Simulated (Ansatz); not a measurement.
SnO2:

```
Sn O
1.0
     5.17526    0.00000    0.00000
     0.00000    5.17526    0.00000
     0.00000    0.00000    5.17526
Sn O
4 8
Direct
  0.00000 0.00000 0.00000
  0.50000 0.00000 0.50000
  0.50000 0.50000 0.00000
  0.00000 0.50000 0.50000
  0.66110 0.83890 0.16110
  0.83890 0.16110 0.66110
  0.16110 0.66110 0.83890
  0.33890 0.33890 0.33890
  0.66110 0.66110 0.66110
  0.83890 0.33890 0.16110
  0.16110 0.83890 0.33890
  0.33890 0.16110 0.83890
```

Measurements of this composition are mostly on another form, of space group No. 136.

* Program: Ansatz 0.2.0
* Task: relaxation of cell and atoms
* Functional: LDA
* Potentials or basis: Ansatz PAW
* Cutoff: 420 eV (not typed: the program's choice for these potentials)
* k mesh: 4 × 4 × 4
* Occupations: fermi-dirac, width 0.05 eV
* Spin: no spin polarisation

At the start: volume 11.55 Å³/atom.

Question: How do energy, volume and symmetry change on relaxing?

Answer: It ends after 7 steps and the volume is 10.85 Å³/atom (-6.1 %); space group Pa-3 (No. 205, to 0.05 Å).

Step by step:
| step | energy change (eV) | largest force (eV/Å) | volume (Å³) |
| --- | --- | --- | --- |
| 1 | 0.0000 | 0.0401 | 138.61 |
| 2 | -0.3991 | 0.0086 | 129.81 |
| 3 | -0.3960 | 0.0002 | 130.51 |
| 4 | -0.3966 | 0.0002 | 130.44 |
| 5 | -0.3483 | 0.0010 | 130.44 |
| 6 | -0.3509 | 0.0001 | 130.16 |
| 7 | -0.3495 | 0.0003 | 130.16 |

Final structure:
```
Sn O
1.0
     5.06782    0.00000    0.00000
     0.00000    5.06782    0.00000
     0.00000    0.00000    5.06782
Sn O
4 8
Direct
  0.00000 0.00000 0.00000
  0.50000 0.00000 0.50000
  0.50000 0.50000 0.00000
  0.00000 0.50000 0.50000
  0.66033 0.83967 0.16033
  0.83967 0.16033 0.66033
  0.16033 0.66033 0.83967
  0.33967 0.33967 0.33967
  0.66033 0.66033 0.66033
  0.83967 0.33967 0.16033
  0.16033 0.83967 0.33967
  0.33967 0.16033 0.83967
```

Caveat: the plane-wave basis is chosen anew once the cell has moved, so the energies of steps on either side of that aren't comparable; the pressure holds a Pulay correction of +1.2 GPa for the finite cutoff; the PAW data sets come from PBE, with cores solved anew for the run's functional, which leaves a small shift of forces and pressure.
